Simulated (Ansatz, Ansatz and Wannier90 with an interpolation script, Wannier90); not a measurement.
**G0W0 band structure of BP (honeycomb monolayer)**

Wanted: quasiparticle gap and band widths of BP (honeycomb monolayer) over the whole zone.

Program: Ansatz 0.2.0. Level of theory: PBE, Wannier functions and G0W0, plane waves, PAW. Results are calculated unless marked as measured.

This is a report of a sequence of runs, with most program output left out.

### Step 1. The starting structure

The cell holds 2 atoms: 1 B and 1 P. Its edges and angles: a = 3.214 Å, b = 3.214 Å, c = 23.200 Å, α = 90.0°, β = 90.0°, γ = 120.0°. Vacuum lies along c.

The structure was relaxed with PBE. The structure was generated from a model, not taken from a measurement. The runs that relaxed it are not among those shown. The default PAW set here is soft_2. Its files were made with PBE. The Coulomb interaction is cut off across the vacuum.

### Step 2. PBE bands

The cheap functional maps the bands first; the places of the edges decide which points the dearer methods must see.

This step: DFT, PBE, plane waves, PAW.

The input, input.yaml:

```yaml
crystal:
  lattice:
    - [3.2141843468, 0.0, 0.0]
    - [-1.6070921734, 2.7835652968, 0.0]
    - [0.0, 0.0, 23.2]
  atoms:
    - { symbol: B, position: [0.3333333333, 0.6666666667, 0.5000000158] }
    - { symbol: P, position: [0.6666666667, 0.3333333333, 0.4999999842] }
  periodic: [true, true, false]
kpoints:
  mp_grid: { grid: [12, 12, 1] }
  band_path:
    path:
      - [0, 0, 0]
      - [0.5, 0, 0]
      - [0.3333333333333, 0.3333333333333, 0]
      - [0, 0, 0]
    npoints: 10
hamiltonian:
  xc: pbe
scf:
  occupations: { method: fermi_dirac, width: 0.02 }
  n_extra_bands: 101
output:
  eigenvalues: true
  fatbands: true
  write_density: true
  write_potential: true
  elf: true
  volumetric_format: npy
```

The run is started by

```bash
$ ansatz run input.yaml --threads 12 --pin off --max-ram 22118MiB --backend cpu --events-out ev --progress --plain --runs-dir out
```

It took 13 s on 12 threads of Arm Neoverse V2, shared host; peak memory 1.7 GiB; 2.5 min of CPU time.

This step gave:

```
filled bands         : 4
gap                  : 0.8972 eV
valence top at       : K
conduction bottom at : K
least direct gap     : 0.8972 eV
```

The gap is direct, at (0.333, 0.333, 0.000).

The electronic bands at the labelled points (eV, zero at the top of the highest nominally filled band; v1 is the highest filled band, c1 the lowest empty one):

```tsv
point	v4	v3	v2	v1	c1	c2	c3	c4
Γ	-13.68	-4.13	-1.66	-1.66	3.76	4.65	4.65	4.89
halfway	-12.75	-4.97	-3.12	-2.85	3.53	4.96	5.11	6.09
M	-10.89	-8.32	-3.64	-1.05	1.47	2.83	7.83	8.78
halfway	-10.65	-8.12	-5.00	-0.71	1.39	4.82	7.54	8.04
K	-10.26	-7.91	-6.26	0.00	0.90	6.38	7.27	8.44
halfway	-12.45	-5.29	-3.79	-2.79	4.55	4.83	5.40	6.44
Γ	-13.68	-4.13	-1.66	-1.66	3.76	4.65	4.65	4.89
```

ELF in the ca plane at fractional y = 0.333, with atoms of P within 0.2 Å of it. It is the smooth field of the valence electrons, not physical close to the nuclei.

Ten even steps from '0' (0.00) to '9' (0.81), each cell a mean:
```
00000000000000001258999998531000000000000000
00000000000000002479952499752000000000000000
00000000000000002589920189853100000000000000
00000000000000002479963599752000000000000000
00000000000000001257999997521000000000000000
00000000000000000124688874210000000000000000
00000000000000000013466653100000000000000000
00000000000000000125789875210000000000000000
```
Columns run along c (16.0 Å, from fractional 0.16 to 0.84 of the cell), rows up along a (3.2 Å). Atoms in or near the plane, at fractional coordinates: P at (0.50, 0.67).

Valence density in the ca plane at fractional y = 0.333, with atoms of P within 0.2 Å of it. It is the smooth field of the valence electrons, not physical close to the nuclei.

Values in e/Å³, 5 rows by 16 columns, each cell a mean:
```
0.00 0.00 0.00 0.00 0.00 0.00 0.04 0.44 0.60 0.13 0.01 0.00 0.00 0.00 0.00 0.00
0.00 0.00 0.00 0.00 0.00 0.00 0.06 0.44 0.37 0.19 0.01 0.00 0.00 0.00 0.00 0.00
0.00 0.00 0.00 0.00 0.00 0.00 0.04 0.44 0.61 0.14 0.01 0.00 0.00 0.00 0.00 0.00
0.00 0.00 0.00 0.00 0.00 0.00 0.02 0.24 0.37 0.07 0.00 0.00 0.00 0.00 0.00 0.00
0.00 0.00 0.00 0.00 0.00 0.00 0.02 0.23 0.36 0.07 0.00 0.00 0.00 0.00 0.00 0.00
```
Columns run along c (16.0 Å, from fractional 0.16 to 0.84 of the cell), rows up along a (3.2 Å). Atoms in or near the plane, at fractional coordinates: P at (0.50, 0.67).

### Step 3. Overlaps and projections on 24×24×1

This step: overlaps and projections of PBE states for Wannier90, plane waves, PAW.

input.yaml, the sections that differ from step 2:

```yaml
kpoints:
  mp_grid: { grid: [12, 12, 1] }
scf:
  occupations: { method: fixed }
  n_extra_bands: 101
output:
  wannier:
    kmesh: [24, 24, 1]
    projections: [{ species: B, l: p, shell: 2 }, { species: P, l: p, shell: 3 }]
    minimise: false
    seedname: w
    disentanglement: { window: [-13.59, 13.93], frozen_window: [-13.59, -2.33] }
# crystal, hamiltonian: as in step 2
```

The job ended after 27 s (12 threads; peak memory 4.4 GiB).

### Step 4. Wannier functions by Wannier90 (B:2s B:2p P:3p) on 24×24×1

Localised functions give a small Hamiltonian that interpolates between mesh points at no cost.

This step: maximally localised Wannier functions from the overlaps of PBE states (plane waves, PAW).

The input, w.win:

```
num_iter = 1200
conv_tol = 1.0e-8
conv_window = 5
dis_num_iter = 4000
dis_conv_tol = 1.0e-8
dis_mix_ratio = 0.7
write_hr = true
use_ws_distance = false
num_print_cycles = 50
! ansatz wannier90 interface
! projections by site (counted from 0) and shell: 0 2S, 0 2P, 1 3P
! states of the run's bands (counted from 1): 1-41
num_bands = 41
num_wann  = 7
dis_win_min = -13.59
dis_win_max = 15.08
dis_froz_min = -13.59
dis_froz_max = -1.43
guiding_centres = true
shell_list = 5 1

begin unit_cell_cart
Ang
       3.2141843468143807                      0.0                      0.0
      -1.6070921734071903        2.783565296787546                      0.0
                      0.0                      0.0                     23.2
end unit_cell_cart

begin atoms_frac
B         0.3333333333333333       0.6666666666666666                      0.5
P         0.6666666666666666       0.3333333333333333                      0.5
end atoms_frac

mp_grid = 24 24 1

[... the mesh's points ...]
```

The run is started by

```bash
$ OMP_NUM_THREADS=1 mpirun -n 8 wannier90.x w > wannier90.x.log
```

The job ended after 30 s (8 MPI ranks).

Numbers from this step:

| Item | Value |
| --- | --- |
| gauge-invariant spread | 10.13 Å² |
| diagonal spread | 0.09727 Å² |
| off-diagonal spread | 2.624 Å² |
| total spread | 12.85 Å² |
| disentanglement steps | 846 |
| r.m.s. interpolation error | 3.81e-4 eV |
| r.m.s. error near the gap | 5.64e-4 eV |

Near the gap the model misses directly solved bands by 0.6 meV r.m.s. and by 3 meV at most in the window tested. This tests the starting bands, not the corrections carried with them.

Wannier functions, by row:

```tsv
function	x (Å)	y (Å)	z (Å)	spread (Å²)	nearest atom	distance (Å)
1	0	1.223	-11.6	2.029	B1	0.632
2	0	1.856	11.6	1.848	B1	0
3	0	1.644	11.6	1.895	B1	0.212
4	0	2.675	11.6	1.646	B1	0.819
5	1.607	0.928	-11.6	1.839	P2	0
6	1.607	0.497	-11.6	1.797	P2	0.431
7	1.607	1.385	-11.6	1.799	P2	0.457
```

Frozen up to 3.70 eV; above it the model need not follow the bands. The electronic bands at the labelled points (eV, zero at the valence-band top):

```tsv
point	band 2	band 3	band 4	band 5	band 6	band 7	band 8
Γ	-4.13	-1.66	-1.66	4.65	4.65	5.63	8.67
halfway	-4.97	-3.12	-2.85	3.53	5.28	7.82	8.52
M	-8.32	-3.64	-1.05	1.47	2.83	11.11	12.64
halfway	-8.12	-5.00	-0.71	1.39	4.89	10.23	12.00
K	-7.91	-6.26	0.00	0.90	7.60	9.99	10.09
halfway	-5.29	-3.79	-2.79	4.62	5.02	6.39	10.13
Γ	-4.13	-1.66	-1.66	4.65	4.65	5.63	8.67
```

The same for Kohn-Sham, solved directly:

```tsv
point	band 2	band 3	band 4	band 5	band 6	band 7	band 8
Γ	-4.13	-1.66	-1.66	3.76	4.65	4.65	4.89
M	-8.32	-3.64	-1.05	1.47	2.83	7.83	8.78
K	-7.91	-6.26	0.00	0.90	6.38	7.27	8.44
Γ	-4.13	-1.66	-1.66	3.76	4.65	4.65	4.89
```

### Step 5. G0W0 at every point of the mesh: 12×12×1 mesh, 337 empty bands, screening to 80 eV

Now the one-shot GW correction: screening in the RPA, then the self-energy of the levels asked for.

This step: G0W0 on PBE, plane waves, PAW.

input.yaml, the sections that differ from step 3:

```yaml
scf:
  occupations: { method: fixed }
gw:
  n_empty_bands: 337
  ecut_chi: 80.0
  qp_bands: [v3, c2]
  screening: { model: contour_deformation }
# crystal, kpoints, hamiltonian: as in step 3
# output: removed
```

The run is started by

```bash
$ ansatz run input.yaml --threads 12 --pin off --max-ram 22118MiB --backend cpu --events-out ev --progress --plain --runs-dir out
```

It took 4.6 min on 12 threads; peak memory 5.4 GiB; 50 min of CPU time.

Numbers from this step:

| Item | Value |
| --- | --- |
| bands summed | 341 |
| plane waves in the screening matrix | 339 |
| q-points in the mesh | 144 |
| G0W0 gap on the mesh | 1.613 eV |
| k of the valence top | 0.3333, 0.3333, 0 |
| k of the conduction bottom | 0.3333, 0.3333, 0 |
| starting gap on the mesh | 0.8971 eV |
| Z at the valence top | 0.6683 |
| Z at the conduction bottom | 0.6713 |
| least direct G0W0 gap on the computed points | 1.613 eV |

The gap on the mesh goes from 0.90 eV to 1.61 eV, a correction of +0.72 eV. Between the two edge states, bare exchange in place of the xc potential would open the gap by 3.94 eV, and correlation takes back 3.22 eV.

### Step 6. Interpolating the corrections

A script adds the corrections, carried to the Wannier functions and back, to the PBE levels, along the path and on a 26×26×1 mesh.

```
G0W0 gap over the zone     : 1.613 eV
valence top at             : K
conduction bottom at       : K
starting gap over the zone : 0.897 eV
least direct G0W0 gap      : 1.613 eV
G0W0 gap on the mesh       : 1.613 eV
valence width, start       : 8.319 eV
valence width, G0W0        : 8.417 eV
gap by a rigid shift       : 1.613 eV
```

Levels solved directly plus the interpolated quasiparticle correction. Limits: finite bands, cutoff and mesh; gap short on this mesh. Quasiparticle bands along the path, in eV, zero at the valence-band top of each set:

```tsv
point	band 2	band 3	band 4	band 5
Γ	-4.17	-1.75	-1.75	4.56
halfway	-5.04	-3.15	-2.96	4.52
M	-8.42	-3.77	-1.11	2.21
halfway	-8.22	-5.05	-0.75	2.12
K	-8.01	-6.29	0.00	1.61
halfway	-5.33	-3.85	-2.82	5.34
Γ	-4.17	-1.75	-1.75	4.56
```

The same for PBE:

```tsv
point	band 2	band 3	band 4	band 5
Γ	-4.13	-1.66	-1.66	3.76
M	-8.32	-3.64	-1.05	1.47
K	-7.91	-6.26	0.00	0.90
Γ	-4.13	-1.66	-1.66	3.76
```

Minima of the lowest conduction band, from levels solved directly at the displaced points, plus the interpolated correction; masses are left empty at degenerate points, on flat bands and where the interpolated correction rules the curvature; G0W0 masses are rough. Conduction valleys, by row:

```tsv
point	k (reciprocal lattice)	valleys in the zone	G0W0 level above the valence top (eV)	PBE level above the valence top (eV)	G0W0 principal masses (m_e)	PBE principal masses (m_e)
K	0.333 0.333 0.000	2	1.613	0.897	0.221 0.221	0.191 0.191
```

Second differences of levels solved directly at the displaced points, plus the interpolated correction, at the quasiparticle band edges; no spin-orbit coupling; left empty where the band is flat or the interpolated correction rules the curvature. Effective masses, by row:

```tsv
carrier	point	Cartesian direction	band	PBE mass (m_e)	G0W0 mass (m_e)
hole	K	100	4	0.178	0.201
hole	K	010	4	0.178	0.201
hole	K	110	4	0.178	0.201
electron	K	100	5	0.188	0.219
electron	K	010	5	0.188	0.219
electron	K	110	5	0.188	0.219
```

Wannier model on a dense mesh, Gaussian width 0.15 eV. Limits: finite bands, cutoff and mesh; gap short on this mesh. Table of density of states by energy, zero at the valence-band top of each set; read off at these points; values in states/eV/cell:

```tsv
energy (eV)	G0W0	PBE
-9.000	0	0
-8.750	0.00135	5.6e-5
-8.500	0.149	0.0298
-8.250	0.730	0.522
-8.000	1.04	0.985
-7.900	0.925	1.06
-7.750	0.681	0.852
-7.500	0.501	0.582
-7.250	0.450	0.494
-7.000	0.444	0.420
-6.750	0.361	0.356
-6.500	0.356	0.320
-6.250	0.395	0.399
-6.000	0.576	0.638
-5.750	0.594	0.538
-5.500	0.520	0.498
-5.250	0.580	0.599
-5.000	0.623	0.621
-4.750	0.663	0.628
-4.500	0.725	0.613
-4.250	0.821	0.787
-4.000	1.41	1.27
-3.800	1.52	1.39
-3.750	1.51	1.44
-3.600	1.41	1.54
-3.500	1.31	1.47
-3.250	1.08	1.15
-3.000	1.07	1.09
-2.750	0.950	0.984
-2.500	0.939	0.935
-2.250	0.868	0.878
-2.000	0.924	0.939
-1.750	0.713	0.771
-1.500	0.558	0.585
-1.250	0.821	0.775
-1.200	0.832	0.835
-1.000	0.755	0.765
-0.750	0.373	0.460
-0.500	0.312	0.362
-0.250	0.214	0.221
0.000	0.0796	0.0775
0.250	0.00269	0.00240
0.500	0	1.2e-5
0.750	0	0.0177
1.000	0	0.170
1.250	1.5e-4	0.395
1.500	0.0265	0.898
1.750	0.207	0.693
2.000	0.372	0.460
2.200	0.870	0.491
2.250	0.839	0.471
2.500	0.691	0.345
2.750	0.485	0.497
3.000	0.487	0.897
3.250	0.390	0.960
3.500	0.325	0.892
3.750	0.474	0.834
4.000	0.940	1.04
4.250	0.906	0.947
```

Corrections by starting level (eV, on the run's own energy scale, so only their differences matter):

```tsv
start	correction
-6.45	−0.43
-3.85	−0.47
-3.46	−0.46
-2.85	−0.47
-1.88	−0.42
-1.54	−0.43
-1.05	−0.43
0.00	−0.37
0.90	+0.35
1.47	+0.37
2.25	+0.36
3.16	+0.62
3.59	+0.59
3.94	+0.59
4.36	+0.18
4.83	+0.53
6.38	+0.33
```

### Step 7. HSE06 bands, for comparison

This step: DFT, HSE06, plane waves, PAW.

The input, input.yaml:

```yaml
crystal:
  lattice:
    - [3.2141843468, 0.0, 0.0]
    - [-1.6070921734, 2.7835652968, 0.0]
    - [0.0, 0.0, 23.2]
  atoms:
    - { symbol: B, position: [0.3333333333, 0.6666666667, 0.5000000158] }
    - { symbol: P, position: [0.6666666667, 0.3333333333, 0.4999999842] }
  periodic: [true, true, false]
kpoints:
  mp_grid: { grid: [6, 6, 1] }
  band_path:
    path:
      - [0, 0, 0]
      - [0.5, 0, 0]
      - [0.3333333333333, 0.3333333333333, 0]
      - [0, 0, 0]
    npoints: 10
hamiltonian:
  xc: hse06
scf:
  occupations: { method: fixed }
  n_extra_bands: 4
output:
  eigenvalues: true
  write_density: true
  write_potential: true
  elf: true
  volumetric_format: npy
```

It took 27 s on 12 threads; peak memory 0.92 GiB.

Numbers from this step:

```yaml
filled_bands: 4
gap: 1.361 eV
valence_top_at: K
conduction_bottom_at: K
least_direct_gap: 1.361 eV
```

The gap stands +0.46 eV against PBE.

Electronic bands along the path, in eV, zero at the top of the highest nominally filled band; v1 is the highest filled band, c1 the lowest empty one:

```tsv
point	v4	v3	v2	v1	c1	c2	c3	c4
Γ	-15.35	-4.75	-2.08	-2.08	4.25	5.28	5.52	5.52
halfway	-14.32	-5.69	-3.57	-3.37	4.31	5.46	6.03	6.50
M	-12.23	-9.45	-4.25	-1.19	1.98	3.56	8.50	9.30
halfway	-11.95	-9.24	-5.70	-0.79	1.88	5.67	8.29	8.76
K	-11.50	-9.05	-7.06	0.00	1.36	7.05	8.28	9.29
halfway	-13.98	-6.07	-4.36	-3.19	5.43	5.60	5.97	6.86
Γ	-15.35	-4.75	-2.08	-2.08	4.25	5.28	5.52	5.52
```

### Step 8. What came out

```yaml
pbe_gap: 0.90 eV
g0w0_gap_over_the_zone: 1.61 eV, direct
least_direct_g0w0_gap_in_the_model: 1.61 eV
gw_settings: 12×12×1 mesh, 337 empty bands, screening to 80 eV
known_limits: not at the basis limit
```

What this shows: The Wannier model follows the PBE bands to under 1 meV r.m.s. near the gap. The G0W0 gap over the zone is 1.61 eV, direct, from K to K; on the mesh alone it is 1.61 eV, nearly the same. The valence width in the model goes from 8.32 eV to 8.42 eV. At the band edge the lightest electron mass is 0.19 m_e at the start and 0.22 m_e in G0W0; the G0W0 masses rest on corrections from the 12×12×1 mesh alone and are rough. HSE06 gives a gap of 1.36 eV on the same path. Bands and cutoff are finite, so the gap is not at the basis limit. The miss can reach some tenths of an eV and take either sign; the mesh is an error of its own. Above the frozen window of the model the interpolated levels need not meet the computed ones, even at points of the mesh.

[Paths, hosts, dates, memory and timing lines, banners, echoed tables and standing remarks are left out of the program output.]

[Logs are printed without paths, hosts, clocks, repeated set-up lines and the standing remarks that a program may print on its own settings, such as how far it seeks lower states.]

[Runs of the session that timed out or met a known fault of the program may be left out.]

[Hosts, paths, dates, database ids (printed as entryN), source tags and the programs' standing remarks are cut or masked in the printed files.]
